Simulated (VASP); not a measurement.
## GaN: band structure with PBE

Crystal: GaN.

```
CELL_PARAMETERS angstrom
3.18023 0.00000 0.00000
-1.59012 2.75416 0.00000
0.00000 0.00000 5.18322
ATOMIC_POSITIONS crystal
Ga 0.33333 0.66667 0.99924
Ga 0.66667 0.33333 0.49924
N 0.33333 0.66667 0.37576
N 0.66667 0.33333 0.87576
```

* Program: VASP 6.6.1
* Task: band structure
* Functional: PBE
* Potentials or basis: VASP PAW PBE potentials, release 64 (Ga_d, N)
* Cutoff: 520 eV
* k mesh: 9 × 9 × 4
* Occupations: gaussian, width 0.03 eV
* Spin: spin-orbit coupling, no magnetisation
* Further INCAR settings: ALGO = Normal; EDIFF = 1e-06

```yaml
Pressure: 6.6 GPa
Valence_electrons_inside_the_program's_atomic_spheres: Ga 11.88; N 3.75
```

Wall time 4.3 min on 2 MPI ranks on Intel(R) Xeon(R) Platinum 8488C (Sapphire Rapids), on a shared host, peak memory 0.42 GiB a rank.
